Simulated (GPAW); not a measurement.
# ZrC (Fm-3m) in GPAW: band structure with LDA

Aim: the band structure of ZrC with LDA.

Everything below comes from runs of GPAW 26.7.0. Logs are shortened: lines on timing, memory, paths and dates and some standing lists are left out, and cuts for length are marked. The log counts tension as positive stress, the text compression.

## Step 1: The structure

Symmetry: Fm-3m, No. 225, cubic system. The conventional cell has a = 4.730 Å, b = 4.730 Å, c = 4.730 Å, α = 90.00°, β = 90.00°, γ = 90.00°. Zr (site symmetry m-3m) is surrounded by 6 C at 2.37 Å. C (site symmetry m-3m) is surrounded by 6 Zr at 2.37 Å.

## Step 2: Band structure, LDA, non-collinear spin, zero start, spin-orbit coupling

Contents of run.py:

```python
from ase.dft.bandgap import bandgap
from ase.io import read, write
from ase.parallel import parprint
from gpaw import GPAW, PW

atoms = read('POSCAR')

calc = GPAW(mode=PW(800),
            xc='LDA',
            kpts={'size': (4, 4, 4), 'gamma': True},
            occupations={'name': 'fermi-dirac', 'width': 0.05},
            magmoms=[[0.0, 0.0, 0.0], [0.0, 0.0, 0.0]],
            soc=True,
            symmetry='off',
            nbands=30,
            convergence={'density': 1e-05, 'energy': 1e-05},
            maxiter=150,
            txt='gpaw.txt')
atoms.calc = calc
energy = atoms.get_potential_energy()
forces = atoms.get_forces()
calc.write('gs.gpw')
write('result.traj', atoms)
parprint(f'Energy: {energy:.6f} eV')
parprint('Forces (eV/A):')
parprint(forces.round(4))
parprint('Moments:')
parprint(calc.get_non_collinear_magnetic_moments().round(3))
parprint('Fermi level:', round(calc.get_fermi_level(), 4), 'eV')
parprint(f'Gap: {bandgap(calc)[0]:.4f} eV, direct: {bandgap(calc, direct=True)[0]:.4f} eV')

path = atoms.cell.bandpath('GXWKGLUWLK,UX', npoints=100, eps=1e-4)
bs_calc = calc.fixed_density(kpts=path, symmetry='off', nbands=49,
                             convergence={'bands': 'CBM+6.0', 'eigenstates': 1e-6}, txt='bands.txt')
bs = bs_calc.band_structure()
bs.write('bs.json')
parprint(f'Gap on the path: {bandgap(bs_calc)[0]:.4f} eV')
```

Contents of POSCAR:

```
ZrC
1.0
    0.0000000000      2.3650000000      2.3650000000
    2.3650000000      0.0000000000      2.3650000000
    2.3650000000      2.3650000000      0.0000000000
Zr C
1 1
Direct
    0.5000000000      0.5000000000      0.5000000000
    0.0000000000      0.0000000000      0.0000000000
```

Potentials or basis: the program's PAW data sets (release 1.2.1) made for this functional, pw.

On the command line:

```console
OMP_NUM_THREADS=1 mpirun -n 4 gpaw python run.py
```

gpaw.txt:

```text
__  _  _
 | _ |_)|_||  |
 |__||  | ||/\| - 26.7.0

Input parameters:
  mode=PW(ecut=800.0),
  convergence={'density': 1e-05, 'energy': 1e-05},
  kpts=MonkhorstPack(size=(4, 4, 4), gamma=True),
  magmoms=array([[0., 0., 0.],
         [0., 0., 0.]]),
  maxiter=150,
  nbands=30,
  occupations=Occupations(name='fermi-dirac', width=0.05),
  soc=True,
  symmetry=Symmetry(point_group=False, time_reversal=False),
  xc=XC(name='LDA')

Diagonalizing LCAO Hamiltonian
Converting LCAO to pw mode

               Zr

       C

Atoms  # Å, Bohr magnetons
|   | symbol |        x |        y |        z |    initial magnetic moments |
|---|--------|----------|----------|----------|-----------------------------|
| 0 |     Zr | 2.365000 | 2.365000 | 2.365000 | ( 0.0000,  0.0000,  0.0000) |
| 1 |      C | 0.000000 | 0.000000 | 0.000000 | ( 0.0000,  0.0000,  0.0000) |

Unit cell  # Å
| periodic |        x |        y |        z |  lengths |    angles |
|----------|----------|----------|----------|----------|-----------|
|      yes | 0.000000 | 2.365000 | 2.365000 | 3.344615 | 60.000000 |
|      yes | 2.365000 | 0.000000 | 2.365000 | 3.344615 | 60.000000 |
|      yes | 2.365000 | 2.365000 | 0.000000 | 3.344615 | 60.000000 |

Number of symmetries: 1
Symmetry operations  # r_c * U_cc + t_c -> r_c
|   | kind |            matrix            |
|---|------|------------------------------|
| 0 |  E   |  1, 0, 0,  0, 1, 0,  0, 0, 1 |

BZ-sampling:
  Number of BZ points: 64
  Number of IBZ points: 64

  Monkhorst-Pack size: [4, 4, 4]
  Monkhorst-Pack shift: [0.125, 0.125, 0.125]

K-points  # in reciprocal-cell coordinates
|     |                                coordinates |     weight |
|-----|--------------------------------------------|------------|
|   0 | ( -0.25000000,  -0.25000000,  -0.25000000) | 0.01562500 |
|   1 | ( -0.25000000,  -0.25000000,   0.00000000) | 0.01562500 |
|   2 | ( -0.25000000,  -0.25000000,   0.25000000) | 0.01562500 |
|   3 | ( -0.25000000,  -0.25000000,   0.50000000) | 0.01562500 |
|   4 | ( -0.25000000,   0.00000000,  -0.25000000) | 0.01562500 |
|   5 | ( -0.25000000,   0.00000000,   0.00000000) | 0.01562500 |
|   6 | ( -0.25000000,   0.00000000,   0.25000000) | 0.01562500 |
|   7 | ( -0.25000000,   0.00000000,   0.50000000) | 0.01562500 |
|   8 | ( -0.25000000,   0.25000000,  -0.25000000) | 0.01562500 |
|   9 | ( -0.25000000,   0.25000000,   0.00000000) | 0.01562500 |
| ... |                                            |            |
|  63 | (  0.50000000,   0.50000000,   0.50000000) | 0.01562500 |

Plane wave coefficients: 1380
Cutoff: 800.0 eV

Spin-components: 4 (non-collinear spins)
Bands:           60
Projectors:      11
Spin-degeneracy: 1
Datatype:        complex128

Parallelization:
  kpt:    4
  domain: 1
  band:   1

Density:
  Valence electrons: 16.0
  Components: 4
  Grid points: [24 24 24]
  Charge: 0.0  # |e|

Potential:
  Grid points: [24 24 24]

species:
  Zr:
    name:    Zirconium
    Z:       40.0
    valence: 12
    core:    28
    charge:  0.0  # [|e|]
    compensation charges:
      type: gauss
      rc: 0.40  # [Å]
      lmax: 2
    cutoffs:
      filter: 2.39  # [Å]
      core: 1.59  # [Å]
    projectors
    | kind |    occ | energy [eV] | rcut [Å] |
    |------|--------|-------------|----------|
    |   4s |  2.000 |     -54.491 |    1.323 |
    |   5s |  2.000 |      -4.587 |    1.323 |
    |   4p |  6.000 |     -32.510 |    1.334 |
    |   5p |  0.000 |      -1.548 |    1.334 |
    |   4d |  2.000 |      -3.736 |    1.244 |
    |    d |        |      23.475 |    1.244 |

    Using partial waves for Zr as LCAO basis

  C:
    name:    Carbon
    Z:       6.0
    valence: 4
    core:    2
    charge:  0.0  # [|e|]
    compensation charges:
      type: gauss
      rc: 0.20  # [Å]
      lmax: 2
    cutoffs:
      filter: 1.14  # [Å]
      core: 1.14  # [Å]
    projectors
    | kind |    occ | energy [eV] | rcut [Å] |
    |------|--------|-------------|----------|
    |   2s |  2.000 |     -13.639 |    0.635 |
    |   2p |  2.000 |      -5.414 |    0.635 |
    |    s |        |      13.573 |    0.635 |
    |    p |        |      21.797 |    0.635 |
    |    d |        |       0.000 |    0.635 |

    Using partial waves for C as LCAO basis

Reference energy: -98805.365233  # eV

eigensolver:
  PPCG
  Converge bands: occupied
  niter=2

density mixing:
  MSR1-Mixer
  Pratt-step length: 0.05
  Maximum mixing coefficient: 0.75
  Old densities: 10
  SVD Regularization: 0.005
  Good broyden scale: 1.0
  Trust region scale: 1.0
  Backstep threshold: 4.0
  History deletion threshold: 6.0
  Fourier metric: weight=20.0, sigma=0.015

occupation numbers:
  Fermi-Dirac:
    width: 0.0500  # eV

poisson solver:
  ecut: 6400.0  # eV

xc functional:
  name: None

convergence criteria:
- Maximum integral of absolute [dens]ity change: 1e-05 electrons / valence electron
- Maximum [total energy] change in last 3 cyles: 1e-05 eV / valence electron
- Maximum integral of absolute [eigenst]ate change: 4e-08 eV^2 / valence electron
maximum number of iterations: 150

SCF iterations
|iter     | |      energy | eigst |  dens |
|---------|-|-------------|-------|-------|
|iter:   1| |  -22.011505 | +0.47 |       | +0.0,+0.0,+0.0|
|iter:   2| |  -21.460476 | -1.39 | -0.80 | +0.0,-0.0,-0.0|
|iter:   3| |  -20.257424 | -1.87 | -0.88 | -0.0,+0.0,+0.0|
|iter:   4| |  -20.243618 | -3.43 | -1.64 | -0.0,+0.0,+0.0|
|iter:   5| |  -20.246999 | -3.72 | -1.85 | +0.0,-0.0,-0.0|
|iter:   6| |  -20.246792 | -5.47 | -2.72 | +0.0,-0.0,-0.0|
|iter:   7| |  -20.246786 | -5.90 | -3.40 | +0.0,-0.0,-0.0|
|iter:   8| |  -20.246783c| -8.05c| -4.04 | +0.0,-0.0,-0.0|
|iter:   9| |  -20.246783c| -8.09c| -4.61 | +0.0,-0.0,-0.0|
|iter:  10| |  -20.246783c| -9.70c| -5.59c| +0.0,-0.0,-0.0|

Converged in 10 steps
Energy contributions relative to reference atoms: (reference = -98805.365233)

Energy contributions:
  Kinetic:           7.607145
  Coulomb:         -10.347053
  Zero:              0.375802
  External:          0.000000
  Xc:              -17.699917
  Entropy:          -0.002881
  Spinorbit:        -0.181319
  ----------------------------
  Free energy:     -20.248224
  Extrapolated:    -20.246783

dipole moment: (-9.404263, -9.404263, -9.404263)  # |e|*Ang

Total magnetic moment: (0.000001, -0.000001, -0.000001)

Local magnetic moments
|         x |         y |         z |
|-----------|-----------|-----------|
| -0.000001 |  0.000002 |  0.000002 |  # Zr   0
|  0.000001 | -0.000002 | -0.000002 |  # C    1

Fermi level: 9.764
Eigenvalues  # (at kpt = [-0.250, -0.250, -0.250])
| band index |      eig [eV] | occ [0-1] |
|------------|---------------|-----------|
|          0 |       -37.984 |     1.000 |
|        ... |               |           |
|          8 |         0.046 |     1.000 |
|          9 |         0.046 |     1.000 |
|         10 |         7.235 |     1.000 |
|         11 |         7.235 |     1.000 |
|         12 |         8.201 |     1.000 |
|         13 |         8.201 |     1.000 |
[... 8 lines left out ...]
|         22 |        16.567 |     0.000 |
|         23 |        16.567 |     0.000 |
|        ... |               |           |
|         59 |        49.359 |     0.000 |

No gap
No difference between direct/indirect transitions

Forces  # eV/Ang
|        x |        y |       z |
|----------|----------|---------|
|  0.00000 |  0.00000 | 0.00000 |  # Zr   0
| -0.00000 | -0.00000 | 0.00000 |  # C    1

# Writing to gs.gpw (mode='')
```

It took 7.7 min on 4 MPI ranks of Arm Neoverse N1, shared host; peak memory 0.41 GiB.

What came out:

```yaml
Free_energy: -20.2482 eV
Band_gap_along_the_path: none (metal or under the smearing width)
Net_moment: 0.00 μB per cell
```

Levels at the corners of the path, in eV from the Fermi level:
| point | band 12 | band 13 | band 14 | band 15 | band 16 | band 17 | band 18 | band 19 | band 20 | band 21 |
| --- | --- | --- | --- | --- | --- | --- | --- | --- | --- | --- |
| Γ | 1.02 | 1.08 | 1.08 | 1.08 | 1.08 | 1.22 | 1.22 | 1.22 | 1.22 | 1.29 |
| X | -1.90 | -1.53 | -1.53 | 0.13 | 0.13 | 0.26 | 0.26 | 4.56 | 4.56 | 5.67 |
| W | -2.44 | -2.22 | -2.22 | -2.07 | -2.07 | 3.37 | 3.37 | 3.39 | 3.39 | 5.72 |
| K | -2.84 | -2.10 | -2.10 | -1.38 | -1.38 | 1.64 | 1.64 | 4.95 | 4.95 | 5.44 |
| Γ | 1.02 | 1.08 | 1.08 | 1.08 | 1.08 | 1.22 | 1.22 | 1.22 | 1.22 | 1.29 |
| L | -5.06 | -2.71 | -2.71 | -2.69 | -2.69 | 4.56 | 4.56 | 4.57 | 4.57 | 5.36 |
| U | -2.84 | -2.10 | -2.10 | -1.38 | -1.38 | 1.64 | 1.64 | 4.95 | 4.95 | 5.44 |
| W | -2.44 | -2.22 | -2.22 | -2.07 | -2.07 | 3.37 | 3.37 | 3.39 | 3.39 | 5.72 |
| L | -5.06 | -2.71 | -2.71 | -2.69 | -2.69 | 4.56 | 4.56 | 4.57 | 4.57 | 5.36 |
| K | -2.84 | -2.10 | -2.10 | -1.38 | -1.38 | 1.64 | 1.64 | 4.95 | 4.95 | 5.44 |
| U | -2.84 | -2.10 | -2.10 | -1.38 | -1.38 | 1.64 | 1.64 | 4.95 | 4.95 | 5.44 |
| X | -1.90 | -1.53 | -1.53 | 0.13 | 0.13 | 0.26 | 0.26 | 4.56 | 4.56 | 5.67 |

Moments on the atoms (μB; x, y, z):
```
Zr  0.00 0.00 0.00
C   0.00 0.00 0.00
```

Caveat: the k mesh is coarse (spacing up to 0.58 Å⁻¹), so the values aren't converged; this program's spin-orbit splittings come out too wide for heavy elements.
